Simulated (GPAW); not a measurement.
# Ta (Im-3m) in GPAW: further runs, part 2 of 2

GPAW 26.7.0. The steps go on from the part before.

## (4) Optical spectrum, AM05

Input file run.py:

```python
from ase import Atoms
from ase.dft.bandgap import bandgap
from ase.io import write
from gpaw import GPAW, PW, setup_paths
from gpaw.response.df import DielectricFunction

setup_paths.insert(0, '.')

atoms = Atoms(['Ta'],
              cell=[[-1.65128, 1.65128, 1.65128],
                    [1.65128, -1.65128, 1.65128],
                    [1.65128, 1.65128, -1.65128]],
              scaled_positions=[[0.0, 0.0, 0.0]],
              pbc=True)

calc = GPAW(mode=PW(400),
            xc='AM05',
            kpts={'size': (9, 9, 9), 'gamma': True},
            occupations={'name': 'fermi-dirac', 'width': 0.05},
            nbands=15,
            convergence={'density': 1e-06},
            maxiter=150,
            txt='gpaw.txt')
atoms.calc = calc
energy = atoms.get_potential_energy()
calc.write('gs.gpw')
write('result.traj', atoms)
print(f'Energy: {energy:.6f} eV')
print('Fermi level:', round(calc.get_fermi_level(), 4), 'eV')
print(f'Gap: {bandgap(calc)[0]:.4f} eV, direct: {bandgap(calc, direct=True)[0]:.4f} eV')

dense = calc.fixed_density(kpts={'size': (28, 28, 28), 'gamma': True},
                           nbands=23, convergence={'bands': 17, 'eigenstates': 1e-7},
                           update_fermi_level=True, txt='dense.txt')
dense.write('dense.gpw', mode='all')

df = DielectricFunction('dense.gpw', frequencies={'type': 'nonlinear', 'domega0': 0.05, 'omega2': 10},
                        eta=0.1, ecut=50, nbands=17, rate='eta', txt='df.txt')
for direction in ['x']:
    df.get_dielectric_function(xc='RPA', direction=direction, filename=f'df_{direction}.csv')
```

Potentials or basis: PAW data sets generated in the run's folder for this functional, pw.

Launch:

```bash
$ gpaw-setup -f AM05 Ta
$ OMP_NUM_THREADS=1 python run.py
```

gpaw.txt:

```text
__  _  _
 | _ |_)|_||  |
 |__||  | ||/\| - 26.7.0

Input parameters:
  mode=PW(ecut=400.0),
  convergence={'density': 1e-06},
  kpts=MonkhorstPack(size=(9, 9, 9), gamma=True),
  maxiter=150,
  nbands=15,
  occupations=Occupations(name='fermi-dirac', width=0.05),
  xc=XC(name='AM05')

Diagonalizing LCAO Hamiltonian
Converting LCAO to pw mode

       Ta

Atoms  # Å, Bohr magnetons
|   | symbol |        x |        y |        z |    initial magnetic moments |
|---|--------|----------|----------|----------|-----------------------------|
| 0 |     Ta | 0.000000 | 0.000000 | 0.000000 | ( 0.0000,  0.0000,  0.0000) |

Unit cell  # Å
| periodic |         x |         y |         z |  lengths |     angles |
|----------|-----------|-----------|-----------|----------|------------|
|      yes | -1.651280 |  1.651280 |  1.651280 | 2.860101 | 109.471221 |
|      yes |  1.651280 | -1.651280 |  1.651280 | 2.860101 | 109.471221 |
|      yes |  1.651280 |  1.651280 | -1.651280 | 2.860101 | 109.471221 |

Number of symmetries: 48
[... 167 lines left out ...]
|iter:   6| |  -10.363744c| -6.86 | -3.93 |
|iter:   7| |  -10.363744c| -8.15c| -4.22 |
|iter:   8| |  -10.363744c| -9.20c| -5.07 |
|iter:   9| |  -10.363744c| -9.65c| -5.73 |
|iter:  10| |  -10.363744c|-10.85c| -7.01c|

Converged in 10 steps
Energy contributions relative to reference atoms: (reference = -423931.776795)

Energy contributions:
  Kinetic:           6.358053
  Coulomb:          -6.969498
  Zero:             -0.267870
  External:          0.000000
  Xc:               -9.475005
  Entropy:          -0.018846
  Spinorbit:         0.000000
  ----------------------------
  Free energy:     -10.373167
  Extrapolated:    -10.363744

dipole moment: (-5.931289, -5.931289, -5.931289)  # |e|*Ang

Fermi level: 11.694
Eigenvalues  # (at kpt = [0.000, 0.000, 0.000])
| band index |      eig [eV] | occ [0-2] |
|------------|---------------|-----------|
|          0 |       -55.339 |     2.000 |
|          1 |       -21.464 |     2.000 |
|          2 |       -21.464 |     2.000 |
|          3 |       -21.464 |     2.000 |
|          4 |         3.756 |     2.000 |
|          5 |        12.382 |     0.000 |
|          6 |        12.382 |     0.000 |
|          7 |        12.382 |     0.000 |
|          8 |        15.607 |     0.000 |
|          9 |        15.607 |     0.000 |
|         10 |        26.492 |     0.000 |
|         11 |        26.492 |     0.000 |
|         12 |        26.492 |     0.000 |
|        ... |               |           |
|         14 |        37.575 |     0.000 |

No gap
No difference between direct/indirect transitions
# Writing to gs.gpw (mode='')
```

df.txt:

```text
NonLinearFrequencyDescriptor(from 0.000 to 104.177 eV, 393 points)
NonLinearFrequencyDescriptor(from 0.000 to 104.177 eV, 393 points)

Calculating chi0 body with:
    Ground state adapter containing:
    Number of spins: 1
    Number of kpoints: 21952
    Number of irreducible kpoints: 624
    Number of completely occupied states: 5
    Number of partially occupied states: 7

    Linear response parametrization:
    q_c: [0.0, 0.0, 0.0]
    Number of frequency points: 393
[... 43 lines left out ...]
    Number of kpoints: 21952
    Number of irreducible kpoints: 624
    Number of completely occupied states: 5
    Number of partially occupied states: 7

Symmetries of q_c:
    Direct symmetries (Uq -> q): 48
    Indirect symmetries (TUq -> q): 0
In total 48 allowed symmetries.

Integral kind: intraband
Plasma frequency:
[[8.51+0.j 0.  -0.j 0.  -0.j]
 [0.  -0.j 8.51+0.j 0.  +0.j]
 [0.  -0.j 0.  +0.j 8.51+0.j]]

Finished calculating chi0
```

It took 87 s on 1 thread of Arm Neoverse V1, shared host; peak memory 0.36 GiB.

Results:

```yaml
Free_energy: -10.3732 eV
Band_gap_on_the_k_mesh: none (metal or under the smearing width)
```

Dielectric function (mean over the directions given):
| energy (eV) | real part | imaginary part |
| --- | --- | --- |
| 0.67 | -136.63 | 49.52 |
| 1.54 | -16.19 | 9.67 |
| 2.54 | 4.23 | 11.84 |
| 3.56 | 1.64 | 13.05 |
| 4.44 | 4.95 | 11.18 |
| 5.38 | -4.99 | 19.73 |
| 6.39 | -6.97 | 6.12 |
| 7.38 | -3.16 | 3.19 |
| 8.25 | -1.32 | 3.14 |
| 9.27 | -1.72 | 3.88 |
| 10.26 | -1.85 | 3.40 |
| 11.31 | -1.56 | 2.32 |
| 12.19 | -1.40 | 2.18 |
| 13.24 | -0.94 | 1.69 |
| 14.22 | -0.81 | 1.60 |
| 15.26 | -1.19 | 1.55 |
| 16.21 | -1.10 | 1.03 |
| 17.36 | -1.00 | 0.71 |
| 18.58 | -0.49 | 0.32 |
| 19.87 | -0.15 | 0.26 |

Caveat: the intraband term hangs on this k mesh; the long-wavelength limit can be off by several per cent where d states take part; independent-particle spectra lack excitons. The run has no spin-orbit coupling, so splittings on Ta are missing.

## (5) Optical spectrum, PBEsol

run.py, as its differences from that of step 4:

```diff
@@ -16,3 +16,3 @@
 calc = GPAW(mode=PW(400),
-            xc='AM05',
+            xc='PBEsol',
             kpts={'size': (9, 9, 9), 'gamma': True},
```

Potentials or basis: PAW data sets generated in the run's folder for this functional, pw.

Launch:

```bash
$ gpaw-setup -f PBEsol Ta
$ OMP_NUM_THREADS=1 python run.py
```

gpaw.txt:

```text
__  _  _
 | _ |_)|_||  |
 |__||  | ||/\| - 26.7.0

Input parameters:
  mode=PW(ecut=400.0),
  convergence={'density': 1e-06},
  kpts=MonkhorstPack(size=(9, 9, 9), gamma=True),
  maxiter=150,
  nbands=15,
  occupations=Occupations(name='fermi-dirac', width=0.05),
  xc=XC(name='PBEsol')

Diagonalizing LCAO Hamiltonian
Converting LCAO to pw mode

       Ta

Atoms  # Å, Bohr magnetons
|   | symbol |        x |        y |        z |    initial magnetic moments |
|---|--------|----------|----------|----------|-----------------------------|
| 0 |     Ta | 0.000000 | 0.000000 | 0.000000 | ( 0.0000,  0.0000,  0.0000) |

Unit cell  # Å
| periodic |         x |         y |         z |  lengths |     angles |
|----------|-----------|-----------|-----------|----------|------------|
|      yes | -1.651280 |  1.651280 |  1.651280 | 2.860101 | 109.471221 |
|      yes |  1.651280 | -1.651280 |  1.651280 | 2.860101 | 109.471221 |
|      yes |  1.651280 |  1.651280 | -1.651280 | 2.860101 | 109.471221 |

[... 167 lines left out ...]
|iter:   5| |  -10.563101 | -4.74 | -2.38 |
|iter:   6| |  -10.563105c| -7.04 | -3.96 |
|iter:   7| |  -10.563104c| -8.19c| -4.26 |
|iter:   8| |  -10.563105c| -9.62c| -5.17 |
|iter:   9| |  -10.563105c|-10.03c| -5.87 |
|iter:  10| |  -10.563105c|-11.38c| -7.15c|

Converged in 10 steps
Energy contributions relative to reference atoms: (reference = -424046.140309)

Energy contributions:
  Kinetic:           6.059426
  Coulomb:          -6.601594
  Zero:             -0.277121
  External:          0.000000
  Xc:               -9.734593
  Entropy:          -0.018443
  Spinorbit:         0.000000
  ----------------------------
  Free energy:     -10.572326
  Extrapolated:    -10.563105

dipole moment: (-5.937644, -5.937644, -5.937644)  # |e|*Ang

Fermi level: 11.705
Eigenvalues  # (at kpt = [0.000, 0.000, 0.000])
| band index |      eig [eV] | occ [0-2] |
|------------|---------------|-----------|
|          0 |       -55.271 |     2.000 |
|          1 |       -21.415 |     2.000 |
|          2 |       -21.415 |     2.000 |
|          3 |       -21.415 |     2.000 |
|          4 |         3.773 |     2.000 |
|          5 |        12.373 |     0.000 |
|          6 |        12.373 |     0.000 |
|          7 |        12.373 |     0.000 |
|          8 |        15.611 |     0.000 |
|          9 |        15.611 |     0.000 |
|         10 |        26.525 |     0.000 |
|         11 |        26.525 |     0.000 |
|         12 |        26.525 |     0.000 |
|        ... |               |           |
|         14 |        37.651 |     0.000 |

No gap
No difference between direct/indirect transitions
# Writing to gs.gpw (mode='')
```

Wall time 88 s (1 thread of Arm Neoverse V1, shared host); peak memory 0.36 GiB.

Results:

| Item | Value |
| --- | --- |
| Free energy | -10.5723 eV |
| Band gap on the k mesh | none (metal or under the smearing width) |

Dielectric function (mean over the directions given):
```csv
energy (eV),real part,imaginary part
0.67,-136.72,49.56
1.04,-48.89,17.51
1.54,-16.07,9.72
2.00,-2.45,8.54
2.54,4.20,12.06
2.91,3.80,14.14
3.43,2.50,13.18
3.89,1.85,12.26
4.44,4.98,11.34
4.79,4.29,15.52
5.31,-3.70,20.26
5.76,-8.65,12.35
6.31,-7.38,6.45
6.79,-4.99,4.79
7.12,-4.34,3.50
7.63,-2.26,3.53
8.16,-1.57,3.17
8.71,-1.29,4.41
9.08,-1.93,4.13
9.56,-2.24,4.13
10.06,-1.77,3.13
10.57,-2.02,2.55
10.88,-1.62,2.53
11.41,-1.46,2.28
11.96,-1.50,2.24
12.42,-1.40,1.85
12.88,-1.21,1.74
13.36,-0.92,1.69
13.85,-0.72,1.64
14.35,-0.68,1.63
14.86,-0.86,1.87
15.26,-1.16,1.54
15.80,-1.10,1.40
16.36,-1.05,0.99
16.93,-0.83,0.83
17.36,-0.99,0.76
17.96,-0.72,0.44
18.58,-0.49,0.32
19.22,-0.28,0.27
19.87,-0.15,0.26
```

Caveat: the intraband term hangs on this k mesh; the long-wavelength limit can be off by several per cent where d states take part; independent-particle spectra lack excitons. Spin-orbit coupling is left out, which matters for the levels of Ta.

## (6) Optical spectrum, PBE

run.py, as its differences from that of step 5:

```diff
@@ -3,6 +3,4 @@
 from ase.io import write
-from gpaw import GPAW, PW, setup_paths
+from gpaw import GPAW, PW
 from gpaw.response.df import DielectricFunction
-
-setup_paths.insert(0, '.')
 
@@ -16,3 +14,3 @@
 calc = GPAW(mode=PW(400),
-            xc='PBEsol',
+            xc='PBE',
             kpts={'size': (9, 9, 9), 'gamma': True},
```

Potentials or basis: GPAW PAW data sets (gpaw-data 1.2.1), pw.

Launch:

```bash
$ OMP_NUM_THREADS=1 python run.py
```

gpaw.txt:

```text
__  _  _
 | _ |_)|_||  |
 |__||  | ||/\| - 26.7.0

Input parameters:
  mode=PW(ecut=400.0),
  convergence={'density': 1e-06},
  kpts=MonkhorstPack(size=(9, 9, 9), gamma=True),
  maxiter=150,
  nbands=15,
  occupations=Occupations(name='fermi-dirac', width=0.05),
  xc=XC(name='PBE')

Diagonalizing LCAO Hamiltonian
Converting LCAO to pw mode

       Ta

Atoms  # Å, Bohr magnetons
|   | symbol |        x |        y |        z |    initial magnetic moments |
|---|--------|----------|----------|----------|-----------------------------|
| 0 |     Ta | 0.000000 | 0.000000 | 0.000000 | ( 0.0000,  0.0000,  0.0000) |

Unit cell  # Å
| periodic |         x |         y |         z |  lengths |     angles |
|----------|-----------|-----------|-----------|----------|------------|
|      yes | -1.651280 |  1.651280 |  1.651280 | 2.860101 | 109.471221 |
|      yes |  1.651280 | -1.651280 |  1.651280 | 2.860101 | 109.471221 |
|      yes |  1.651280 |  1.651280 | -1.651280 | 2.860101 | 109.471221 |

[... 167 lines left out ...]
|iter:   5| |   -9.836797 | -4.48 | -2.36 |
|iter:   6| |   -9.836800c| -6.69 | -3.83 |
|iter:   7| |   -9.836799c| -7.80c| -4.25 |
|iter:   8| |   -9.836799c| -8.93c| -5.12 |
|iter:   9| |   -9.836799c| -9.76c| -5.80 |
|iter:  10| |   -9.836799c|-10.65c| -7.11c|

Converged in 10 steps
Energy contributions relative to reference atoms: (reference = -424172.441401)

Energy contributions:
  Kinetic:           9.056012
  Coulomb:          -9.391332
  Zero:             -0.262714
  External:          0.000000
  Xc:               -9.229387
  Entropy:          -0.018755
  Spinorbit:         0.000000
  ----------------------------
  Free energy:      -9.846177
  Extrapolated:     -9.836799

dipole moment: (-5.930246, -5.930246, -5.930246)  # |e|*Ang

Fermi level: 11.874
Eigenvalues  # (at kpt = [0.000, 0.000, 0.000])
| band index |      eig [eV] | occ [0-2] |
|------------|---------------|-----------|
|          0 |       -55.137 |     2.000 |
|          1 |       -21.288 |     2.000 |
|          2 |       -21.288 |     2.000 |
|          3 |       -21.288 |     2.000 |
|          4 |         3.949 |     2.000 |
|          5 |        12.555 |     0.000 |
|          6 |        12.555 |     0.000 |
|          7 |        12.555 |     0.000 |
|          8 |        15.798 |     0.000 |
|          9 |        15.798 |     0.000 |
|         10 |        26.664 |     0.000 |
|         11 |        26.664 |     0.000 |
|         12 |        26.664 |     0.000 |
|        ... |               |           |
|         14 |        37.756 |     0.000 |

No gap
No difference between direct/indirect transitions
# Writing to gs.gpw (mode='')
```

stdout:

```text
Energy: -9.836799 eV
Fermi level: 11.8744 eV
Gap: 0.0000 eV, direct: 0.0000 eV
```

Run time: 85 s. Hardware: 1 thread of Arm Neoverse V1, shared host; peak memory 0.36 GiB.

Results:

```
Free energy            : -9.8462 eV
Band gap on the k mesh : none (metal or under the smearing width)
```

Dielectric function (mean over the directions given):
| energy (eV) | real part | imaginary part |
| --- | --- | --- |
| 0.67 | -136.41 | 49.44 |
| 1.54 | -16.13 | 9.67 |
| 2.54 | 4.28 | 11.82 |
| 3.56 | 1.56 | 13.06 |
| 4.44 | 4.91 | 11.17 |
| 5.38 | -5.03 | 19.73 |
| 6.39 | -6.97 | 6.13 |
| 7.38 | -3.18 | 3.20 |
| 8.25 | -1.32 | 3.09 |
| 9.27 | -1.73 | 3.85 |
| 10.26 | -1.83 | 3.38 |
| 11.31 | -1.55 | 2.34 |
| 12.19 | -1.39 | 2.17 |
| 13.24 | -0.94 | 1.68 |
| 14.22 | -0.81 | 1.60 |
| 15.26 | -1.18 | 1.55 |
| 16.21 | -1.10 | 1.03 |
| 17.36 | -1.00 | 0.72 |
| 18.58 | -0.49 | 0.32 |
| 19.87 | -0.15 | 0.26 |

Caveat: the intraband term hangs on this k mesh; the long-wavelength limit can be off by several per cent where d states take part; independent-particle spectra lack excitons. The run has no spin-orbit coupling, so splittings on Ta are missing.

## (7) The runs side by side

| level | potentials or basis | gap on the mesh (eV) |
| --- | --- | --- |
| RPBE | the program's PAW data sets (release 1.2.1) made for this functional, pw | none |
| LDA | the program's PAW data sets (release 1.2.1) made for this functional, pw | none |
| AM05 | PAW data sets generated in the run's folder for this functional, pw | none |
| PBEsol | PAW data sets generated in the run's folder for this functional, pw | none |
| PBE | GPAW PAW data sets (gpaw-data 1.2.1), pw | none |

Alike in all rows: task optical spectrum; no spin polarisation; cell as given; k mesh 9 × 9 × 9; cutoff (eV) 400; smearing fermi-dirac 0.05 eV.

Caveats: the intraband term hangs on this k mesh; the long-wavelength limit can be off by several per cent where d states take part; independent-particle spectra lack excitons.

Total energies depend on the potentials used, so only differences within one code and one set of settings carry meaning.
